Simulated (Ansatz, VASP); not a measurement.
## Mn in VASP and in Ansatz

```
CELL_PARAMETERS angstrom
3.61550 0.00000 0.00000
-1.80775 3.13112 0.00000
0.00000 0.00000 4.70554
ATOMIC_POSITIONS crystal
Mn 0.33333 0.66667 0.49997
Mn 0.66667 0.33333 0.99997
Mn 0.66667 0.33333 0.50003
Mn 0.33333 0.66667 0.00003
```

Alike in both runs: functional PBEsol; k mesh 6 × 6 × 4; occupations gaussian, width 0.1 eV; no spin polarisation.

Ansatz relaxed the structure, and its values are those at the end. VASP's run is a single point on that final structure, the one shown.

|  | VASP | Ansatz |
| --- | --- | --- |
| version | VASP 6.6.1 | Ansatz 0.2.0 |
| potentials or method | VASP PAW PBE potentials, release 64 (Mn_pv) | scalar-relativistic, plane waves, PAW |
| plane-wave cutoff (eV) | 520 | 420 |
| valence electrons in the cell | 52 | 60 |

Ansatz gave:

```
gap on the k mesh at the Fermi level (eV) : none
pressure (GPa)                            : 0.0
```

What did VASP give for the same quantities?

gap on the k mesh at the Fermi level (eV): none; pressure (GPa): 0.8.

A gap of «none» marks a metal or a gap that the smearing closes. The two sets of potentials don't hold the same shells in valence.

Caveats: the PAW data sets were made with another functional, which shifts forces and pressure a little (VASP); the run has no spin polarisation, though such a crystal can be magnetic. Spin polarisation is off, so any magnetic state and its effect on volume and gap are missing.
